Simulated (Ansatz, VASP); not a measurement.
Zn in VASP and in Ansatz

```
CELL_PARAMETERS angstrom
2.61775 0.00000 0.00000
-1.30888 2.26704 0.00000
0.00000 0.00000 4.80358
ATOMIC_POSITIONS crystal
Zn 0.33333 0.66667 0.25000
Zn 0.66667 0.33333 0.75000
```

Alike in both runs: functional PBE; dispersion D3(BJ); k mesh 18 × 18 × 8; occupations gaussian, width 0.1 eV; no spin polarisation.

Ansatz relaxed the structure, and its values are those at the end. VASP's run is a single point on that final structure, the one shown.

```csv
,VASP,Ansatz
version,VASP 6.6.1,Ansatz 0.2.0
potentials or method,"VASP PAW PBE potentials, release 64 (Zn)","scalar-relativistic, plane waves, PAW"
plane-wave cutoff (eV),520,420
valence electrons in the cell,24,24
```

VASP gave:

* gap on the k mesh at the Fermi level (eV): none
* pressure (GPa): 0.4

Question: What did Ansatz give for the same quantities?

Answer: gap on the k mesh at the Fermi level (eV): none; pressure (GPa): 0.0.

A gap of «none» marks a metal or a gap that the smearing closes.

Caveats: pairwise dispersion overbinds metals, which lowers pressure and volume.
